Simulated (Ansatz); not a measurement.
Crystal: Zn.

```
Zn
1.0
     3.77113    0.00000    0.00000
     0.00000    3.77113    0.00000
     0.00000    0.00000    3.77113
Zn
3
Direct
  0.00000 0.50000 0.50000
  0.50000 0.00000 0.50000
  0.50000 0.50000 0.00000
```

The cell was built by a generator and needn't be a form met in nature.

Base run:

| Item | Value |
| --- | --- |
| Program | Ansatz 0.2.0 |
| Functional | revPBE |
| Potentials or basis | Ansatz PAW |
| Cutoff | 420 eV (not typed: the program's choice for these potentials) |
| k mesh | 7 × 7 × 7 |
| Occupations | fermi-dirac, width 0.05 eV |
| Spin | no spin polarisation |

Its results: band gap on the k mesh none (metal or under the smearing width); pressure 1.4 GPa.

**Question.** The run is repeated on the same cell with these changes: functional from revPBE to PBE. What comes out?

**Answer.** Band gap on the k mesh none (metal or under the smearing width); pressure -0.5 GPa.

PBE binds more tightly than revPBE, so the same cell stands under less pressure.

Caveats: the PAW data sets come from PBE, with cores solved anew for the run's functional, which leaves a small shift of forces and pressure (some runs).
